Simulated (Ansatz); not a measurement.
Input and command of a calculation in Ansatz (plane waves; scalar-relativistic PAW potentials unless the input names others):

```yaml
crystal:
  lattice:
    - [2.9777059703, 2.9777059703, 0.0]
    - [-2.8345470295, 2.8345470295, 0.0]
    - [0.0, 0.0, 5.6690940589]
  atoms:
    - { symbol: Al, position: [0.5, 0.0, 0.2514667891] }
    - { symbol: Al, position: [0.0, 0.5, 0.2485332109] }
    - { symbol: Al, position: [0.0, 0.5, 0.7514667891] }
    - { symbol: Al, position: [0.5, 0.0, 0.7485332109] }
    - { symbol: Cu, position: [0.0, 0.0, 0.5] }
    - { symbol: Cu, position: [0.5, 0.5, 0.0] }
basis:
  ecutwfc: 420
kpoints:
  mp_grid: { grid: [10, 10, 6] }
hamiltonian:
  xc: pbesol
scf:
  occupations: { method: fermi_dirac, width: 0.3 }
  n_extra_bands: 0
  max_iter: 100
output:
  forces: true
  eigenvalues: true
  stress: true
relax:
  adjacent_minimum: "off"
  f_tol: 0.008
  max_steps: 40
  cell: { stress_tol: 0.015, fix: [a, angles] }
```

```bash
ansatz run input.yaml --threads 1 --pin off --max-ram 2560MiB --backend cpu --events-out ev --progress --plain --runs-dir out
```

Q: What is wrong with this input?

A: The program refuses it, because of too few bands (scf.n_extra_bands: not typed → 0). Also changed, but not at fault: scf.occupations: {"method": "gaussian", "width": 0.1} → {"method": "fermi_dirac", "width": 0.3}. With the sound run's settings it is accepted.

Abridged log:
```
Error: inconsistent input (scf.n_extra_bands, scf.occupations.method): n_bands = 25 leaves no empty band above the 25 bands per channel that the deck's 50 electrons occupy, and the occupations search for the Fermi level (a smearing at a finite width, or tetrahedra): a level found among occupied bands alone can fill a metal as an insulator; raise scf.n_extra_bands until at least 26 bands are solved (omitted, it auto-derives to 33) (see scf.n_extra_bands in the input reference)
```